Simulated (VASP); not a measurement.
Input of a VASP 6.6.1 run:

Contents of INCAR:

```
SYSTEM = AlP
PREC = Accurate
ENCUT = 500
EDIFF = 1E-6
ISMEAR = 0
SIGMA = 0.02
LREAL = .False.
LASPH = .True.
NELM = 120
ALGO = Normal
ISIF = 2
LWAVE = .False.
LCHARG = .False.
GGA = PE
NBANDS = 11
GGA_COMPAT = .False.
```

The input KPOINTS:

```
Automatic mesh
0
Gamma
  8 8 8
  0 0 0
```

File POSCAR:

```
AlP
1.0
    0.0000000000      2.7534005752      2.7534005752
    2.7534005752      0.0000000000      2.7534005752
    2.7534005752      2.7534005752      0.0000000000
Al P
1 1
Direct
    0.0000000000      0.0000000000      0.0000000000
    0.2500000000      0.2500000000      0.2500000000
```

Potentials or basis: VASP PAW PBE potentials, release 64 (Al, P).

Run with:

```console
$ cat potpaw_PBE.64/Al/POTCAR potpaw_PBE.64/P/POTCAR > POTCAR
$ mpirun -np 1 vasp_std > vasp.out
```

(1) Predict the band gap on the k mesh.

(2) Predict the pressure.

Results:

(1) 1.63 eV, indirect (least direct gap 3.09 eV).

(2) 0.0 GPa.

**Experimental background.**

From a printed reference work, data compilation, for a bulk crystal of AlP at 4.2 K: band gap 2.505 eV (indirect).

Against the measured gap of AlP, 2.505 eV (indirect; 4.2 K; a printed reference work, data compilation), the calculated 1.63 eV is off by -0.88 eV. The value is that of PBE on a finite k mesh, which can miss the band edges, without temperature or zero-point motion. Semilocal functionals fall short of measured gaps as a rule.
